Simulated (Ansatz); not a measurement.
# C: energy along a strain

C, P-3m1, a = 2.465 Å, c = 23.922 Å. The cell holds a free layer, 21 Å of vacuum away from its images, not a bulk crystal. Ansatz: PBE+D3(BJ), PAW, 420 eV, Γ-centred 24×24×2 mesh on 4 atoms, Gaussian smearing 0.15 eV; no spin polarisation. Cell vectors (Å): 2.465 0.000 0.000; -1.233 2.135 0.000; 0.000 0.000 23.922. The cell is strained by x per cent times the pattern (1 1 0 0 0 0) in the order xx yy zz yz xz xy (engineering shears), with fractional coordinates held. y is the free energy over the start, V0 = 31.478 Å³/atom. Points with a strain past 8.5 % were computed too (3) and aren't used here.

```
x (%) y (meV/atom)
-7.50             ?
-5.00        204.72
-2.50         48.06
 0.00          0.00
 2.50         41.45
 5.00        154.78
 7.50        325.80
```

Question: Fit y = c2 x² + c3 x³ to the other rows, get the stiffness along the pattern, and predict the missing energy.

Answer: Least squares on the rows shown. y = 7.2157 x² − 0.19135 x³. The clamped-ion stiffness p·C·p = 2 × 72.16 eV × 160.2 / 31.478 Å³ = 734 GPa. The vacuum dilutes this figure; times the height of the cell it is 1757 N/m for the layer. At x = -7.50 the fit asked for gives 486.61 meV/atom. The run gave 483.39 meV/atom, so the fit is 3.22 meV/atom too high, 0.67 % of the span of the series, against an rms of 0.88 meV/atom on the fitted rows. The row lies outside the fitted range. With a term in x⁴ added, a fit to the same known rows predicts 494.24 meV/atom, further off still.

This form isn't the element's structure at ambient conditions.

Cost: 10 runs of about 0.97 core-minutes in all, on Intel Xeon 6975P-C (Granite Rapids) (shared hosts).